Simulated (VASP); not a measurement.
# RbCl (Fm-3m) in VASP: a series of runs, part 2 of 3

VASP 6.6.1. The steps go on from the part before.

### 3 Relaxation of cell and atoms, PBEsol

INCAR

```
SYSTEM = RbCl
PREC = Accurate
ENCUT = 600
EDIFF = 1E-7
ISMEAR = 0
SIGMA = 0.03
LREAL = .False.
LASPH = .True.
NELM = 80
ALGO = Normal
ISIF = 3
LWAVE = .False.
LCHARG = .False.
GGA = PS
IBRION = 2
NSW = 90
EDIFFG = -0.005
```

KPOINTS

```
Automatic mesh
0
Gamma
  8 8 8
  0 0 0
```

POSCAR

```
RbCl                                    
1.0
    0.0000000000      3.2740000000      3.2740000000
    3.2740000000      0.0000000000      3.2740000000
    3.2740000000      3.2740000000      0.0000000000
  Rb              Cl            
     1     1
Direct
     0.0000000000000000    0.0000000000000000    0.0000000000000000
     0.5000000000000000    0.5000000000000000    0.5000000000000000
```

Potentials or basis: VASP PAW PBE potentials, release 64 (Rb_sv, Cl).

Run with:

```
$ cat potpaw_PBE.64/Rb_sv/POTCAR potpaw_PBE.64/Cl/POTCAR > POTCAR
$ mpirun -np 1 vasp_std > vasp.out
```

OUTCAR:

```text
SYSTEM = RbCl
   PREC = Accurate
   ENCUT = 600
   EDIFF = 1E-7
   ISMEAR = 0
   LREAL = .False.
   LASPH = .True.
   NELM = 80
   ISIF = 3
   GGA = PS
   IBRION = 2
   NSW = 90
   EDIFFG = -0.005

 ion  position               nearest neighbor table
   1  0.000  0.000  0.000-   2 3.27   2 3.27   2 3.27   2 3.27   2 3.27   2 3.27
   2  0.500  0.500  0.500-   1 3.27   1 3.27   1 3.27   1 3.27   1 3.27   1 3.27

  LATTYP: Found a face centered cubic cell.
 ALAT       =     6.5480000000

  Lattice vectors:

 A1 = (   0.0000000000,   3.2740000000,   3.2740000000)
 A2 = (   3.2740000000,   0.0000000000,   3.2740000000)
 A3 = (   3.2740000000,   3.2740000000,   0.0000000000)

Analysis of symmetry for initial positions (statically):
=====================================================================
 Subroutine PRICEL returns:
 Original cell was already a primitive cell.

 Routine SETGRP: Setting up the symmetry group for a
 face centered cubic supercell.

 Subroutine GETGRP returns: Found 48 space group operations
 (whereof 48 operations were pure point group operations)
 out of a pool of 48 trial point group operations.

The static configuration has the point symmetry O_h .

Analysis of symmetry for dynamics (positions and initial velocities):
=====================================================================
 Subroutine PRICEL returns:
 Original cell was already a primitive cell.

 Routine SETGRP: Setting up the symmetry group for a
 face centered cubic supercell.

 Subroutine GETGRP returns: Found 48 space group operations
 (whereof 48 operations were pure point group operations)
 out of a pool of 48 trial point group operations.

The dynamic configuration has the point symmetry O_h .

 Subroutine INISYM returns: Found 48 space group operations
 (whereof 48 operations are pure point group operations),
 and found     1 'primitive' translations

----------------------------------------------------------------------------------------

                                     Primitive cell

  volume of cell :      70.1885

  direct lattice vectors                    reciprocal lattice vectors
     0.000000000  3.274000000  3.274000000    -0.152718387  0.152718387  0.152718387
     3.274000000  0.000000000  3.274000000     0.152718387 -0.152718387  0.152718387
     3.274000000  3.274000000  0.000000000     0.152718387  0.152718387 -0.152718387

  length of vectors
     4.630135203  4.630135203  4.630135203     0.264516006  0.264516006  0.264516006

  position of ions in fractional coordinates (direct lattice)
     0.000000000  0.000000000  0.000000000
     0.500000000  0.500000000  0.500000000

  ion indices of the primitive-cell ions
   primitive index   ion index
                 1           1
                 2           2

----------------------------------------------------------------------------------------

 KPOINTS: Automatic mesh

Automatic generation of k-mesh.
 Grid dimensions read from file:
 generate k-points for:    8    8    8

 Generating k-lattice:

[... 44 lines left out ...]
   number of dos      NEDOS =    301   number of ions     NIONS =      2
   total plane-waves  NPLWV =  64000
   dimension x,y,z NGX =    40 NGY =   40 NGZ =   40
   dimension x,y,z NGXF=    80 NGYF=   80 NGZF=   80
   ions per type =               1   1
   NGX,Y,Z   is equivalent  to a cutoff of  14.36, 14.36, 14.36 a.u.
   NGXF,Y,Z  is equivalent  to a cutoff of  28.72, 28.72, 28.72 a.u.
 SYSTEM =  RbCl
   PREC   = accura    normal or accurate (medium, high low for compatibility)
   ISTART =      0    job   : 0-new  1-cont  2-samecut
   ICHARG =      2    charge: 1-file 2-atom 10-const
   ISPIN  =      1    spin polarized calculation?
   LNONCOLLINEAR =      F non collinear calculations
   LSORBIT =      F    spin-orbit coupling
   LASPH  =      T    aspherical Exc in radial PAW
   ENCUT  =  600.0 eV  44.10 Ry    6.64 a.u.   9.25  9.25  9.25*2*pi/ulx,y,z
   NELM   =     80;   NELMIN=  2; NELMDL= -5     # of ELM steps
   EDIFF  = 0.1E-06   stopping-criterion for ELM
   LREAL  =      F    real-space projection
   EDIFFG = -.5E-02   stopping-criterion for IOM
   NSW    =     90    number of steps for IOM
   IBRION =      2    ionic relax: 0-MD 1-quasi-New 2-CG
   NFREE  =      1    steps in history (QN), initial steepest desc. (CG)
   ISIF   =      3    stress and relaxation
   ISYM   =      2    0-nonsym 1-usesym 2-fastsym
   POTIM  = 0.5000    time-step for ionic-motion
   TEBEG  =    0.0;   TEEND  =   0.0 temperature during run
   PSTRESS=    0.0 pullay stress
   NELECT =      16.0000    total number of electrons
   NUPDOWN=      -1.0000    fix difference up-down
   EMIN   =  10.00;   EMAX   =-10.00  energy-range for DOS
   EFERMI =   0.00;   METHOD = LEGACY
   ISMEAR =     0;   SIGMA  =   0.03  broadening in eV -4-tet -1-fermi 0-gaus
   EFERMI_NEDOS =   21; number of points for ismear=-14 and -15
   IALGO  =     38    algorithm
   IMIX   =      4    mixing-type and parameters
     AMIX     =   0.40;   BMIX     =  1.00
     AMIX_MAG =   1.60;   BMIX_MAG =  1.00
  volume/ion in A,a.u.               =      35.09       236.83
  Fermi-wavevector in a.u.,A,eV,Ry     =   1.000060  1.889840 13.607465  1.000120
  Thomas-Fermi vector in A             =   2.132392
   LORBIT       =      0    0 simple, 1 ext, 2 COOP (PROOUT), +10 PAW based schemes
   GGA     = PS    functional components
   LHFCALC =     F    Hartree Fock is set to
   AEXX    =    0.0000 exact exchange contribution
   IVDW    =     0    specifies the selected vdW correction
   LEPSILON=     F    determine dielectric tensor
   LRPA    =     F    only Hartree local field effects (RPA)
 conjugate gradient relaxation of ions
 non-spin polarized calculation
 Gauss-broadening in eV      SIGMA  =   0.03
  energy-cutoff  :      600.00
  volume of cell :       70.19
 maximum number of plane-waves:      2397
 NGX is ok and might be reduce to    40
   NGX = 19   NGY = 19   NGZ = 19

 number of electron      16.0000000 magnetization

 Free energy of the ion-electron system (eV)
  ---------------------------------------------------
  ext. energy  EPLUGINS =         0.00000000
  ---------------------------------------------------
  free energy    TOTEN  =        -6.89460358 eV

  energy without entropy =       -6.89460358  energy(sigma->0) =       -6.89460358

 E-fermi :  -1.7183     XC(G=0):  -7.5903

 val. band max:       -1.8942461650   @ k =   0.0000   0.0000   0.0000
 cond. band min:       2.9930573879   @ k =   0.0000   0.0000   0.0000
 fundamental gap:      4.8873035529
 Fermi energy:        -1.7183301284

 k-point     1 :       0.0000    0.0000    0.0000
  band No.  band energies     occupation
      1     -25.7354      2.00000
      2     -13.8768      2.00000
      3      -9.7953      2.00000
      4      -9.7953      2.00000
      5      -9.7953      2.00000
      6      -1.8942      2.00000
      7      -1.8942      2.00000
      8      -1.8942      2.00000
      9       2.9931      0.00000
     10       6.0186      0.00000
     11       6.0186      0.00000
     12       6.0186      0.00000
[... 331 lines left out ...]
 k-point    24 :      -0.3750    0.2500    0.1250
  band No.  band energies     occupation
      1     -25.7151      2.00000
      2     -13.9045      2.00000
      3      -9.9018      2.00000
      4      -9.8874      2.00000
      5      -9.7853      2.00000
      6      -2.5788      2.00000
      7      -2.2071      2.00000
      8      -2.1975      2.00000
      9       5.7362      0.00000
     10       5.8843      0.00000
     11       7.8101      0.00000
     12       7.9915      0.00000

 [... further k-points ...]

------------------------ aborting loop because EDIFF is reached ----------------------------------------

  FORCE on cell =-STRESS in cart. coord.  units (eV):
  Direction    XX          YY          ZZ          XY          YZ          ZX
  --------------------------------------------------------------------------------------
  -------------------------------------------------------------------------------------
  Total        0.0035258      0.0035258      0.0035258      0.0000000      0.0000000      0.0000000
  in kB        0.0804817      0.0804817      0.0804817      0.0000000      0.0000000      0.0000000
  external PRESSURE =       0.0804817 kB  Pullay stress =       0.0000000 kB

 VOLUME and BASIS-vectors are now :
 -----------------------------------------------------------------------------
  energy-cutoff  :      600.00
  volume of cell :       70.19
      direct lattice vectors                 reciprocal lattice vectors
     0.000000000  3.274000000  3.274000000    -0.152718387  0.152718387  0.152718387
     3.274000000  0.000000000  3.274000000     0.152718387 -0.152718387  0.152718387
     3.274000000  3.274000000  0.000000000     0.152718387  0.152718387 -0.152718387

 POSITION                                       TOTAL-FORCE (eV/Angst)
 -----------------------------------------------------------------------------------
      0.00000      0.00000      0.00000         0.000000      0.000000     -0.000000
      3.27400      3.27400      3.27400        -0.000000      0.000000      0.000000
 -----------------------------------------------------------------------------------
    total drift:                                0.000000     -0.000000      0.000000

  FREE ENERGIE OF THE ION-ELECTRON SYSTEM (eV)
  ---------------------------------------------------
  free  energy   TOTEN  =        -6.8946035815 eV

  energy  without entropy=       -6.8946035815  energy(sigma->0) =       -6.89460358

 reached required accuracy - stopping structural energy minimisation
```

OSZICAR:

```text
N       E                     dE             d eps       ncg     rms          rms(c)
DAV:   1     0.958246030549E+02    0.95825E+02   -0.76162E+03   696   0.130E+03
DAV:   2    -0.100939619087E+01   -0.96834E+02   -0.90759E+02  1072   0.209E+02
DAV:   3    -0.706304019366E+01   -0.60536E+01   -0.60295E+01   892   0.574E+01
DAV:   4    -0.719884298071E+01   -0.13580E+00   -0.13570E+00  1056   0.847E+00
DAV:   5    -0.720027003663E+01   -0.14271E-02   -0.14270E-02   904   0.866E-01    0.306E+00
DAV:   6    -0.689982791217E+01    0.30044E+00   -0.55330E-01   812   0.406E+00    0.236E+00
DAV:   7    -0.688084767643E+01    0.18980E-01   -0.13143E-01   848   0.211E+00    0.132E+00
DAV:   8    -0.689240867925E+01   -0.11561E-01   -0.16856E-02   872   0.947E-01    0.153E-01
DAV:   9    -0.689419880625E+01   -0.17901E-02   -0.30016E-03   872   0.329E-01    0.967E-02
DAV:  10    -0.689456602836E+01   -0.36722E-03   -0.36616E-04   792   0.148E-01    0.160E-02
DAV:  11    -0.689459710042E+01   -0.31072E-04   -0.49056E-05   892   0.490E-02    0.841E-03
DAV:  12    -0.689460357532E+01   -0.64749E-05   -0.24424E-05   796   0.323E-02    0.267E-03
DAV:  13    -0.689460358145E+01   -0.61293E-08   -0.49797E-07   920   0.587E-03
   1 F= -.68946036E+01 E0= -.68946036E+01  d E =-.689460E+01
```

CONTCAR:

```text
RbCl
   1.00000000000000
     0.0000000000000000    3.2740000000000000    3.2740000000000000
     3.2740000000000000    0.0000000000000000    3.2740000000000000
     3.2740000000000000    3.2740000000000000    0.0000000000000000
  Rb              Cl
     1     1
Direct
     0.0000000000000000    0.0000000000000000    0.0000000000000000
     0.5000000000000000    0.5000000000000000    0.5000000000000000

  0.00000000E+00  0.00000000E+00  0.00000000E+00
  0.00000000E+00  0.00000000E+00  0.00000000E+00
```

Run time: 24 s. Hardware: 1 thread of Intel Xeon Platinum 8375C at 2.90GHz (Ice Lake), shared host; peak memory 0.24 GiB.

Results:

```
Free energy             : -6.8946 eV
Pressure after relaxing : 0.0 GPa
Band gap on the k mesh  : 4.89 eV, direct
```

Final structure:
```cif
data_structure
_symmetry_space_group_name_H-M 'P 1'
_symmetry_Int_Tables_number 1
_cell_length_a 4.6301
_cell_length_b 4.6301
_cell_length_c 4.6301
_cell_angle_alpha 60.000
_cell_angle_beta 60.000
_cell_angle_gamma 60.000
_cell_volume 70.19
loop_
_atom_site_label
_atom_site_type_symbol
_atom_site_fract_x
_atom_site_fract_y
_atom_site_fract_z
_atom_site_occupancy
Rb1 Rb 0.00000 0.00000 0.00000 1
Cl1 Cl 0.50000 0.50000 0.50000 1
```

Levels at points of the mesh, in eV from the valence-band top:
| k point | band 4 | band 5 | band 6 | band 7 | band 8 | band 9 | band 10 | band 11 | band 12 |
| --- | --- | --- | --- | --- | --- | --- | --- | --- | --- |
| (0.00, 0.00, 0.00) | -7.90 | -7.90 | 0.00 | 0.00 | 0.00 | 4.89 | 7.91 | 7.91 | 7.91 |
| (0.50, 0.00, 0.00) | -7.91 | -7.87 | -0.91 | -0.36 | -0.36 | 7.65 | 7.92 | 10.14 | 10.14 |
| (0.50, 0.50, 0.00) | -8.01 | -8.01 | -0.33 | -0.10 | -0.10 | 6.07 | 8.01 | 9.64 | 10.04 |

Caveat: the relaxation stopped at its first step, so nothing moved; the PAW data sets were made with another functional, which shifts forces and pressure a little. A k mesh can miss the band edges.

### 4 Relaxation of cell and atoms, PBE+D3(BJ)

INCAR

```
SYSTEM = RbCl
ALGO = Normal
EDIFF = 1E-6
EDIFFG = -0.01
ENCUT = 600
GGA = PE
IBRION = 2
ISIF = 3
ISMEAR = 0
IVDW = 12
LASPH = .TRUE.
LCHARG = .FALSE.
LREAL = .FALSE.
LWAVE = .FALSE.
NELM = 80
NSW = 90
PREC = Accurate
SIGMA = 0.03
```

KPOINTS

```
k-points
0
G
  8 8 8
  0 0 0
```

POSCAR

```
RbCl
1.0
    0.0000000000      3.2740000000      3.2740000000
    3.2740000000      0.0000000000      3.2740000000
    3.2740000000      3.2740000000      0.0000000000
Rb Cl
1 1
Direct
    0.0000000000      0.0000000000      0.0000000000
    0.5000000000      0.5000000000      0.5000000000
```

Run with:

```
$ cat potpaw_PBE.64/Rb_sv/POTCAR potpaw_PBE.64/Cl/POTCAR > POTCAR
$ mpirun -np 1 vasp_std > vasp.out
```

Wall time 38 s (1 thread of Intel Xeon 6975P-C (Granite Rapids), shared host); peak memory 0.25 GiB.

It converged, with:

| Item | Value |
| --- | --- |
| Free energy | -7.0289 eV |
| Relaxed volume | 35.83 Å³/atom |
| Relaxed cell | a = 4.662 Å, b = 4.662 Å, c = 4.662 Å, α = 60.00°, β = 60.00°, γ = 60.00° |
| Space group after relaxing (to 0.05 Å) | Fm-3m (No. 225) |
| Energy gained by relaxing | 0.8 meV/atom |
| Ionic steps | 4 |
| Pressure after relaxing | 0.0 GPa |
| Band gap on the k mesh | 4.98 eV, direct |
| Dispersion energy per atom | -0.181 eV |

The path:
```tsv
step	energy change (eV)	largest force (eV/Å)	pressure (GPa)	volume (Å³)
1	0.0000	0.0000	0.35	70.19
2	-0.0012	0.0000	0.16	70.96
3	-0.0015	0.0000	-0.05	71.89
4	-0.0015	0.0000	-0.01	71.65
```

Final structure:
```xyz
2
Lattice="0.0000 3.2966 3.2966 3.2966 0.0000 3.2966 3.2966 3.2966 0.0000" Properties=species:S:1:pos:R:3 pbc="T T T"
Rb    0.0000    0.0000    0.0000
Cl    3.2966    3.2966    3.2966
```

Levels at points of the mesh, in eV from the valence-band top:
```tsv
k point	band 6	band 7	band 8	band 9	band 10	band 11
(0.00, 0.00, 0.00)	0.00	0.00	0.00	4.98	7.99	7.99
(0.50, 0.00, 0.00)	-0.85	-0.33	-0.33	7.73	7.95	10.13
(0.50, 0.50, 0.00)	-0.32	-0.10	-0.10	6.21	8.04	9.68
```

A k mesh can miss the band edges. Zero-point motion and thermal expansion aren't in these numbers.

(Continued in part 3 of 3.)
